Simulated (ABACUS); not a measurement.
# CoO (Fm-3m) in ABACUS: further runs, part 2 of 2

ABACUS 3.10.1. Earlier steps stand in the parts before.

## (3) Relaxation of cell and atoms, PBE, collinear spin, ferromagnetic start

File run_abacus.py:

```python
"""Relaxation by an ASE optimiser with ABACUS as a small file-based calculator."""
import re
import subprocess
import numpy as np
from ase.calculators.calculator import Calculator, all_changes
from ase.filters import FrechetCellFilter
from ase.io import read
from ase.optimize import BFGSLineSearch
from ase.stress import full_3x3_to_voigt_6_stress
from ase.units import Bohr, GPa

atoms = read("CoO.cif")
atoms = atoms[(-atoms.numbers).argsort(kind="stable")]  # ABACUS lists atoms element by element
pseudo = {'Co': 'co_pbe_v1.2.uspp.F.UPF', 'O': 'o_pbe_v1.2.uspp.F.UPF'}
orbital = {}
magmoms = [2.0, 0.0]
kmesh = [9, 9, 9]
params = {
    'suffix': 'CoO',
    'calculation': 'scf',
    'basis_type': 'pw',
    'pseudo_dir': './',
    'symmetry': 1,
    'dft_functional': 'pbe',
    'ecutwfc': 40,
    'pseudo_rcut': 10,
    'nspin': 2,
    'nbands': 17,
    'ks_solver': 'dav',
    'smearing_method': 'fd',
    'smearing_sigma': 0.00367493,
    'scf_thr': 1e-08,
    'scf_nmax': 100,
    'mixing_type': 'broyden',
    'mixing_beta': 0.4,
    'cal_force': 1,
    'cal_stress': 1,
    'ecutrho': 320,
    'kpar': 4,
}

def write_input(atoms):
    symbols = atoms.get_chemical_symbols()
    elements = list(dict.fromkeys(symbols))
    lines = ["ATOMIC_SPECIES"] + [f"{e} {atoms.get_masses()[symbols.index(e)]:.4f} {pseudo[e]}" for e in elements]
    if orbital:
        lines += ["", "NUMERICAL_ORBITAL"] + [orbital[e] for e in elements]
    lines += ["", "LATTICE_CONSTANT", f"{1 / Bohr:.10f}", "", "LATTICE_VECTORS"]
    lines += [" ".join(f"{x:.10f}" for x in v) for v in atoms.cell]
    lines += ["", "ATOMIC_POSITIONS", "Direct"]
    for e in elements:
        lines += ["", e, "0.0", str(symbols.count(e))]
        for i, p in enumerate(atoms.get_scaled_positions(wrap=False)):
            if symbols[i] == e:
                mag = "" if magmoms is None else " mag " + " ".join(str(x) for x in (magmoms[i] if isinstance(magmoms[i], list) else [magmoms[i]]))
                lines.append(" ".join(f"{x:.10f}" for x in p) + " 1 1 1" + mag)
    open("STRU", "w").write("\n".join(lines) + "\n")
    open("KPT", "w").write("K_POINTS\n0\nGamma\n%d %d %d 0 0 0\n" % tuple(kmesh))
    open("INPUT", "w").write("INPUT_PARAMETERS\n" + "".join(f"{k:<20s}{v}\n" for k, v in params.items()))

class Abacus(Calculator):
    implemented_properties = ["energy", "free_energy", "forces", "stress"]

    def calculate(self, atoms=None, properties=("energy",), system_changes=all_changes):
        super().calculate(atoms, properties, system_changes)
        write_input(self.atoms)
        subprocess.run(['mpirun', '-np', '4', 'abacus'], check=True)
        log = open("OUT.CoO/running_scf.log").read()
        if "charge density convergence is achieved" not in log:
            raise RuntimeError("SCF not converged")
        rows = lambda title, n: np.array([l.split()[-3:] for l in log.split(title)[-1].split("\n")[2:2 + n]], float)
        energy = float(re.findall(r"FINAL_ETOT_IS (\S+)", log)[-1])
        stress = -rows("TOTAL-STRESS", 3) / 10 * GPa  # ABACUS prints kbar, compression positive
        self.results = dict(energy=energy, free_energy=energy, forces=rows("TOTAL-FORCE", len(self.atoms)), stress=full_3x3_to_voigt_6_stress(stress))

atoms.calc = Abacus()
opt = BFGSLineSearch(FrechetCellFilter(atoms), logfile="opt.log", trajectory="relax.traj")
print("optimiser converged:", opt.run(fmax=0.02, steps=60))
```

File CoO.cif:

```cif
data_CoO
_cell_length_a 3.01439621
_cell_length_b 3.01439621
_cell_length_c 3.01439621
_cell_angle_alpha 60.00000000
_cell_angle_beta 60.00000000
_cell_angle_gamma 60.00000000
_space_group_name_H-M_alt 'P1'
_space_group_name_Hall 'P 1'
_space_group_IT_number 1
loop_
_space_group_symop_operation_xyz
'x,y,z'
loop_
_atom_site_label
_atom_site_type_symbol
_atom_site_symmetry_multiplicity
_atom_site_Wyckoff_symbol
_atom_site_fract_x
_atom_site_fract_y
_atom_site_fract_z
_atom_site_occupancy
Co1 Co 1 a 0.0000000000 0.0000000000 0.0000000000 1
O1 O 1 a 0.5000000000 0.5000000000 0.5000000000 1
```

Potentials or basis: GBRV ultrasoft 1.5 PBE, plane waves.

On the command line:

```sh
$ OMP_NUM_THREADS=1 python run_abacus.py > log
```

Run time: 39 s. Hardware: 4 MPI ranks of Intel Xeon Platinum 8488C (Sapphire Rapids), shared host; peak memory 0.48 GiB.

The run converged. Its results:

- Free energy: -4499.6356 eV
- Relaxed volume: 9.62 Å³/atom
- Relaxed cell: a = 3.007 Å, b = 3.007 Å, c = 3.007 Å, α = 60.00°, β = 60.00°, γ = 60.00°
- Space group after relaxing (to 0.05 Å): Fm-3m (No. 225)
- Energy gained by relaxing: 0.3 meV/atom
- Ionic steps: 2
- Pressure after relaxing: 0.0 GPa
- Band gap on the k mesh: none (metal or under the smearing width)
- Net moment: 2.99 μB per cell
- Absolute moment: 3.01 μB per cell

Step by step:
```csv
step,energy change (eV),largest force (eV/Å),pressure (GPa),volume (Å³)
1,0.0000,0.0000,-1.33,19.37
2,-0.0006,0.0000,0.01,19.23
```

Final structure:
```yaml
crystal:
  lattice:
    - [3.00739, 0.00000, 0.00000]
    - [1.50370, 2.60448, 0.00000]
    - [1.50370, 0.86816, 2.45552]
  atoms:
    - { symbol: Co, position: [0.00000, 0.00000, 0.00000] }
    - { symbol: O, position: [0.50000, 0.50000, 0.50000] }
```

Levels at points of the mesh, in eV from the Fermi level:
Spin up:
| k point | band 10 | band 11 | band 12 | band 13 |
| --- | --- | --- | --- | --- |
| (0.00, 0.00, 0.00) | -3.40 | -3.35 | -3.35 | -3.35 |
Spin down:
| k point | band 6 | band 7 | band 8 | band 9 | band 10 | band 11 | band 12 | band 13 |
| --- | --- | --- | --- | --- | --- | --- | --- | --- |
| (0.00, 0.00, 0.00) | -2.74 | -2.74 | -2.74 | -1.11 | -1.11 | -1.11 | -0.10 | -0.10 |

Caveat: a cell with one magnetic atom can't hold antiferromagnetic order, which such compounds often take; semilocal functionals often make such compounds metallic where correlation or magnetic order opens a gap, which also shifts bond lengths. With open d or f shells a metallic result of PBE can be an artefact of self-interaction; +U or a hybrid may open a gap.
